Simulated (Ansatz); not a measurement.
# Sb (R-3m) in Ansatz: settings compared

The runs below take Sb through single point, relaxation of cell and atoms, with PBE, PBEsol+D4.

Program: Ansatz 0.2.0. These are calculated values, not measurements. Logs are shortened: lines on timing, memory, paths and dates and some standing lists are left out, and cuts for length are marked.

## 1. Starting point

Symmetry: R-3m, No. 166, trigonal system. Conventional cell: a = 4.308 Å, b = 4.308 Å, c = 11.274 Å, α = 90.00°, β = 90.00°, γ = 120.00°. Sb (site symmetry 3m) has 3 Sb at 2.91 Å as nearest neighbours.

## 2. Single point, PBE

input.yaml reads:

```yaml
crystal:
  lattice:
    - [2.1542, 1.2437279499, 3.758]
    - [-2.1542, 1.2437279499, 3.758]
    - [0.0, -2.4874558998, 3.758]
  atoms:
    - { symbol: Sb, position: [0.76651, 0.76651, 0.76651] }
    - { symbol: Sb, position: [0.23349, 0.23349, 0.23349] }
kpoints:
  mp_grid: { grid: [8, 8, 8] }
scf:
  occupations: { method: gaussian, width: 0.029 }
hamiltonian:
  xc: pbe
  pseudopotentials: { kind: all_electron, lapw: { basis_error: 0.001 } }
output:
  forces: true
  stress: true
  eigenvalues: true
```

Potentials or basis: all-electron LAPW, scalar-relativistic.

Command:

```bash
$ ansatz run input.yaml --threads 1 --pin off --max-ram 3072MiB --backend cpu --events-out ev --progress --plain --runs-dir out
```

The log of the run:

```text
Warning: RAYON_NUM_THREADS=1 ignored (pool sized by the plan → 1); use --threads N
LAPW: plane waves up to 7.767 Å⁻¹, error target 1.0e-3 eV per atom; small_component_spin mean_spin; Sb in spheres of 1.454 Å, 23 of its electrons in bands, Dirac shells [] (how accurate: hamiltonian.pseudopotentials.lapw.basis_error, Limitations)
Engine: ansatz 0.2.0, aarch64-unknown-linux-gnu
Pseudopotentials: kind: all_electron
Pseudopotential: Sb, LAPW, valence charge 23, lapw/all_electron/scalar/gaussian/Sb, Koelling and Harmon's equation, gaussian nucleus
Functional definition: PBE
  parameter kappa = 0.804
  parameter beta = 0.06672455060314922
  exchange = pbe_x(kappa = kappa, mu = beta*pi^2/3)
  correlation = pbe_c(beta = beta)
Crystal: 2 atoms, lattice volume = 60.411 Å³
Basis set: ecut = 229.83639198486847 eV, 489 PW (Γ), exchange–correlation at level 2
Bands: 28, of which v1, the nominal top of the filled ones, is band 23 counted from 1 (22 counted from 0)
Symmetry: 12 space group operations
Space group: R-3m (ITA 166), of the structure as read, at distance tolerance 3.9e-5 Å
k-points: 65 of 512
Non-local potential: Sb, projectors of the file, none
Initial density: superposition of atomic densities (chi_scale 0.1, normalization cell)
Initial wavefunctions: plane waves of lowest kinetic energy (no species holds an atomic orbital)
Functional: x = pbe(κ = 0.804, μ = 0.2195149727645171), c = pbe(β = 0.06672455060314922)
iter 1 solved again at ethr=1.68e-4 eV; its pass at ethr=1.00e-1 eV (dr2=7.74e-2 eV) is discarded
SCF iter   1: F=—  HF=-352736.363740 eV  |F-HF|=—  |Δ(HF+E_count)|=         —  Δρ=1.24e-2  dr2=7.84e-2  ethr=1.68e-4  ⟨swp⟩=3.0  Hψ=12053  notcnv=0
preconditioner: auto → none  [insulator: Δε(μ)=0.049 eV  Ē_g=9.475 eV  σ=0.029 eV  W_gap=0.53  n_scr=14 (ndim 8)  ℏωp=15.1 eV  f_vac=0.017  D(μ)=0.57/eV (n_scr^D=0)  ε∞_Penn≈3.5]
SCF iter   2: F=—  HF=-352736.362695 eV  |F-HF|=—  |Δ(HF+E_count)|=   1.05e-3  Δρ=6.09e-3  dr2=1.90e-2  ethr=1.68e-4  ⟨swp⟩=2.0  Hψ=5428  notcnv=0
iter 3 solved again at ethr=9.73e-8 eV; its pass at ethr=4.14e-5 eV (dr2=4.47e-5 eV) is discarded
SCF iter   3: F=—  HF=-352736.364592 eV  |F-HF|=—  |Δ(HF+E_count)|=   1.90e-3  Δρ=3.42e-4  dr2=4.47e-5  ethr=9.73e-8  ⟨swp⟩=2.1  Hψ=9385  notcnv=0
SCF iter   4: F=—  HF=-352736.364222 eV  |F-HF|=—  |Δ(HF+E_count)|=         —  Δρ=9.49e-5  dr2=4.41e-6  ethr=9.71e-8  ⟨swp⟩=3.0  Hψ=5577  notcnv=0
the basis was enlarged: its passes take 70.0 KiB over the memory plan, 1 of 1 planned eigensolver slots
SCF iter   5: F=—  HF=-352736.364228 eV  |F-HF|=—  |Δ(HF+E_count)|=   6.19e-6  Δρ=3.06e-5  dr2=9.23e-7  ethr=9.59e-9  ⟨swp⟩=3.0  Hψ=5668  notcnv=0
SCF iter   6: F=—  HF=-352736.364228 eV  |F-HF|=—  |Δ(HF+E_count)|=   2.38e-7  Δρ=9.22e-6  dr2=1.15e-7  ethr=2.01e-9  ⟨swp⟩=3.0  Hψ=5539  notcnv=0
SCF iter   7: F=-352736.364228 eV  HF=-352736.364228 eV  |F-HF|=3.96e-9  |Δ(HF+E_count)|=   3.61e-9  Δρ=2.25e-6  dr2=3.47e-9  ethr=2.50e-10  ⟨swp⟩=2.7  Hψ=5415  notcnv=0
SCF 1 converged in 7 iterations: F = -352736.364228 eV  dr2 = 3.47e-9
the search or the solves at the SCF's close seem to have found levels that the self-consistency loop had missed (the run counts 1). By its estimate they hold under 1e-12 electrons; where the run keeps them, the occupations were computed again with them
SCF converged after 7 iterations
Free energy (F): -352736.364228 eV
Harris-Foulkes:  -352736.364228 eV  (|F-HF|=3.96e-9)
Internal energy: -352736.363952 eV  (E = F + TS)
E sigma→0 (E₀):  -352736.364090 eV
Entropy (-TS):   -0.000276 eV (-0.138 meV/atom)
Fermi energy:    12.828514 eV
--- Per-component energies (eV) ---
  E_band       = -1804.211490
  E_kinetic    = 371745.237871
  E_xc         = -9287.643197
  E_electrostatic = -715193.958625  (all electrons and nuclei)
  E_smearing   = -0.000276  (= −TS)
  E_closure    = 0.000000  (closes the sum)
  E_atoms      = -352728.128962  (free atoms, spherical and without spin; not in F)
  Σ components = -352736.364228   (vs F -352736.364228, Δ=0.00e0)
  Basis errors (estimates in eV, not in F): energy 4.1e-4 per atom: plane waves 3.8e-4 (2.1e-4 summed), levels above the bands 0.0e0, relativity 9.6e-9, radial functions 3.8e-5, core shells 4.3e-9; eigenvalues (radial functions only) 2.6e-7; not estimated: angular momenta, meshes, grids; target (lapw.basis_error) 1.0e-3; muffin-tin radii Sb 1.454 Å
--- Forces (eV/Å), atoms counted from 1 ---
  atom   1  Sb    -0.00000000    -0.00000000    -0.14279224
  atom   2  Sb     0.00000000     0.00000000     0.14279224
  max |Σ_I F_I| component: 4.63e-18 eV/Å
--- Stress (GPa, compression-positive) ---
        2.939427       0.000000       0.000000
        0.000000       2.939427      -0.000000
        0.000000      -0.000000       2.235089
  P = ⅓ Tr σ = 2.7046 GPa (27.046 kbar)
--- Band table (eV; the first three rows and the last of 65) ---
  k-point 0: bands = ["-131.8129", "-131.8122", "-84.7898", "-84.7898", "-84.7855", "-84.7855", "-84.7723", "-84.7692", "-16.7386", "-16.7386", "-16.6505", "-16.6505", "-16.6270", "-16.5374", "-16.5374", "-16.5325", "-16.4565", "-16.4565", "0.0024", "7.9091", "10.6551", "10.9269", "10.9269", "14.8120", "15.4246", "15.4246", "17.8681", "17.8681"]
  k-point 1: bands = ["-131.8129", "-131.8122", "-84.7898", "-84.7897", "-84.7857", "-84.7856", "-84.7722", "-84.7693", "-16.7324", "-16.7297", "-16.6476", "-16.6454", "-16.6232", "-16.5415", "-16.5403", "-16.5362", "-16.4655", "-16.4631", "0.1750", "7.1843", "10.6966", "10.8869", "11.1961", "14.7001", "14.9855", "15.0234", "17.3225", "17.7683"]
  k-point 2: bands = ["-131.8128", "-131.8123", "-84.7898", "-84.7894", "-84.7862", "-84.7856", "-84.7718", "-84.7695", "-16.7160", "-16.7045", "-16.6402", "-16.6312", "-16.6118", "-16.5533", "-16.5531", "-16.5427", "-16.4895", "-16.4805", "0.6878", "5.7272", "10.7160", "10.8173", "11.6419", "13.9849", "14.1012", "14.1828", "17.6741", "18.2970"]
  k-point 64: bands = ["-131.8128", "-131.8122", "-84.7895", "-84.7895", "-84.7858", "-84.7858", "-84.7719", "-84.7697", "-16.6898", "-16.6898", "-16.6324", "-16.6324", "-16.6070", "-16.5507", "-16.5507", "-16.5505", "-16.5097", "-16.5097", "1.5442", "3.7291", "11.4124", "11.4124", "12.2724", "12.8543", "12.8543", "13.8285", "19.7540", "21.6479"]
```

It took 14 s on 1 thread of Arm Neoverse V2, shared host; peak memory 0.36 GiB.

What came out:

```yaml
Free_energy: -352736.3642 eV
Pressure: 2.7 GPa
Largest_force: 0.143 eV/Å
Band_gap_on_the_k_mesh: none (metal or under the smearing width)
```

Forces in eV/Å, atoms in the order of the input:
```
Sb   0.000  0.000 -0.143
Sb   0.000  0.000  0.143
```

Levels at points of the mesh, in eV from the Fermi level:
| k point | band 20 | band 21 | band 22 | band 23 | band 24 | band 25 | band 26 | band 27 |
| --- | --- | --- | --- | --- | --- | --- | --- | --- |
| (0.00, 0.00, 0.00) | -4.92 | -2.17 | -1.90 | -1.90 | 1.98 | 2.60 | 2.60 | 5.04 |
| (0.00, 0.00, -0.50) | -9.74 | -2.04 | -1.93 | -0.41 | -0.30 | 0.09 | 0.39 | 7.50 |
| (0.00, -0.50, -0.50) | -8.10 | -5.54 | -3.86 | -3.76 | 1.44 | 4.83 | 5.41 | 6.84 |
| (-0.50, -0.50, -0.50) | -9.10 | -1.42 | -1.42 | -0.56 | 0.03 | 0.03 | 1.00 | 6.93 |

Spin-orbit coupling is left out, which matters for the levels of Sb.

## 3. Relaxation of cell and atoms, PBEsol+D4

input.yaml, as its differences from that of step 2:

```diff
@@ -11,5 +11,6 @@
 scf:
-  occupations: { method: gaussian, width: 0.029 }
+  occupations: { method: fermi_dirac, width: 0.05 }
 hamiltonian:
-  xc: pbe
+  xc: pbesol
+  dispersion: d4
   pseudopotentials: { kind: all_electron, lapw: { basis_error: 0.001 } }
@@ -18,2 +19,5 @@
   stress: true
-  eigenvalues: true
+relax:
+  f_tol: 0.01
+  max_steps: 60
+  cell: {}
```

Potentials or basis: all-electron LAPW, scalar-relativistic.

Command:

```bash
$ ansatz run input.yaml --threads 1 --pin off --max-ram 3072MiB --backend cpu --events-out ev --progress --plain --runs-dir out
```

Run time: 56 s. Hardware: 1 thread of Arm Neoverse V2, shared host; peak memory 0.38 GiB.

The run converged. Its results:

- Free energy: -352584.2338 eV
- Relaxed volume: 28.90 Å³/atom
- Relaxed cell: a = 4.390 Å, b = 4.390 Å, c = 4.390 Å, α = 58.52°, β = 58.52°, γ = 58.52°
- Space group after relaxing (to 0.05 Å): R-3m (No. 166)
- Energy gained by relaxing: 9.6 meV/atom
- Ionic steps: 6
- Pressure after relaxing: 0.0 GPa

Step by step:
| step | energy change (eV) | largest force (eV/Å) | volume (Å³) |
| --- | --- | --- | --- |
| 1 | 0.0000 | 0.1016 | 60.41 |
| 2 | -0.0149 | 0.0934 | 57.45 |
| 3 | -0.0185 | 0.0054 | 57.84 |
| 4 | -0.0191 | 0.0085 | 57.80 |
| 5 | -0.0191 | 0.0005 | 57.79 |
| 6 | -0.0191 | 0.0005 | 57.79 |

Final structure:
```cif
data_structure
_symmetry_space_group_name_H-M 'P 1'
_symmetry_Int_Tables_number 1
_cell_length_a 4.3897
_cell_length_b 4.3897
_cell_length_c 4.3897
_cell_angle_alpha 58.522
_cell_angle_beta 58.522
_cell_angle_gamma 58.522
_cell_volume 57.79
loop_
_atom_site_label
_atom_site_type_symbol
_atom_site_fract_x
_atom_site_fract_y
_atom_site_fract_z
_atom_site_occupancy
Sb1 Sb 0.76308 0.76308 0.76308 1
Sb2 Sb 0.23692 0.23692 0.23692 1
```
